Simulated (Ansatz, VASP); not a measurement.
**BN: VASP beside Ansatz**

```xyz
4
Lattice="2.5933 0.0000 0.0000 -1.2966 2.2459 0.0000 0.0000 0.0000 4.2895" Properties=species:S:1:pos:R:3 pbc="T T T"
B     1.2966    0.7486   -0.0002
B     0.0000    1.4972    2.1445
N     1.2966    0.7486    1.6088
N     0.0000    1.4972    3.7535
```

Alike in both runs: functional r2SCAN; k mesh 12 × 12 × 8; occupations fermi-dirac, width 0.02 eV; no spin polarisation.

Ansatz relaxed the structure, and its values are those at the end. VASP's run is a single point on that final structure, the one shown.

```csv
,VASP,Ansatz
version,VASP 6.6.1,Ansatz 0.2.0
potentials or method,"VASP PAW PBE potentials, release 64 (B, N)",PAW plane waves
plane-wave cutoff (eV),520,500
valence electrons in the cell,16,16
```

Ansatz gave:

```
gap on the k mesh at the Fermi level (eV) : 5.84
pressure (GPa)                            : -20.5
```

**Question.** What did VASP give for the same quantities?

**Answer.** gap on the k mesh at the Fermi level (eV): 5.82; pressure (GPa): -19.4.

Ansatz warned: «stress_scf_threshold_loose».

Caveats: so large a pressure means that the cell lies far from this level's equilibrium, or that cutoff or potentials fall short (VASP); the potentials were made for another functional, which shifts forces and pressure (VASP). A k mesh can miss the band edges. r2SCAN opens gaps a little over a GGA but as a rule still falls short of measured ones.
